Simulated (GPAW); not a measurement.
CuI (Marshite):

```
I Cu
1.0
     0.00000    3.03150    3.03150
     3.03150    0.00000    3.03150
     3.03150    3.03150    0.00000
I Cu
1 1
Direct
  0.00000 0.00000 0.00000
  0.75000 0.75000 0.75000
```

Base run:

| Quantity | Value |
| --- | --- |
| Program | GPAW 26.7.0 |
| Functional | PBE |
| Potentials or basis | GPAW PAW data sets (gpaw-data 1.2.1) |
| Cutoff | 600 eV |
| Basis | pw |
| k mesh | 6 × 6 × 6 |
| Occupations | fermi-dirac, width 0.05 eV |
| Spin | no spin polarisation |
| Hubbard terms | Cu d U = 6 eV |

Its results: band gap on the k mesh 2.04 eV, direct; pressure 2.3 GPa.

Q: The run is repeated on the same cell with these changes: cutoff from 600 eV to 450 eV; hubbard terms from Cu d U = 6 eV to none. What comes out?

A: Band gap on the k mesh 1.14 eV, direct; pressure -0.1 GPa.

Caveats: with this Cu data set, volumes or pressures lay over 1.5 % or 2 GPa off other programs in two to four cells of ten; spin-orbit coupling is left out, which moves the levels of the heavy elements; the cutoff is short for stress and forces, so pressures can be off by a GPa or more (some runs).
